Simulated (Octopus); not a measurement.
ZnS:

```
Zn S
1.0
     0.00000    2.70200    2.70200
     2.70200    0.00000    2.70200
     2.70200    2.70200    0.00000
Zn S
1 1
Direct
  0.75000 0.75000 0.75000
  0.00000 0.00000 0.00000
```

Base run:

```yaml
Program: Octopus 16.4
Functional: PBE
Potentials_or_basis: pseudodojo_pbe (PseudoDojo 0.5, PBE)
Grid_spacing: 0.132 Å
k_mesh: 9 × 9 × 9
Occupations: fermi-dirac, width 0.05 eV
Spin: no spin polarisation
```

Its results: band gap on the k mesh 2.11 eV, direct.

The run is repeated on the same cell with these changes: functional from PBE to PBEsol; potentials or basis from pseudodojo_pbe (PseudoDojo 0.5, PBE) to pseudodojo_pbesol (PseudoDojo 0.4, PBEsol). What comes out?

Band gap on the k mesh 1.98 eV, direct.

Caveats: an odd mesh through Γ misses points on the zone boundary, where band edges often lie.

Not every run made on this cell is shown here.
